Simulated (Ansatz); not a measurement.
The system is PbS (Galena).

```
Pb S
1.0
     0.00000    2.96575    2.96575
     2.96575    0.00000    2.96575
     2.96575    2.96575    0.00000
Pb S
1 1
Direct
  0.00000 0.00000 0.00000
  0.50000 0.50000 0.50000
```

Base run:

```yaml
Program: Ansatz 0.2.0
Functional: RPBE
Potentials_or_basis: Ansatz PAW
Cutoff: "420 eV (not typed: the program's choice for these potentials)"
k_mesh: 8 × 8 × 8
Occupations: fermi-dirac, width 0.05 eV
Spin: no spin polarisation
```

Its results: band gap on the k mesh 0.45 eV, direct; pressure 4.2 GPa.

Q: After a change of settings the same cell gave: band gap on the k mesh 0.25 eV, direct; pressure -0.9 GPa. Which change was it?
A. functional from RPBE to LDA
B. functional from RPBE to PBE
C. functional from RPBE to PBE; occupations from fermi-dirac, width 0.05 eV to gaussian, width 0.011 eV
D. functional from RPBE to PBEsol

A: D.

PBEsol binds more tightly than RPBE, so the same cell stands under less pressure.

Caveats: spin-orbit coupling is left out, which as a rule narrows the gap of such compounds by several tenths of an eV; the PAW data sets come from PBE, with cores solved anew for the run's functional, which leaves a small shift of forces and pressure.
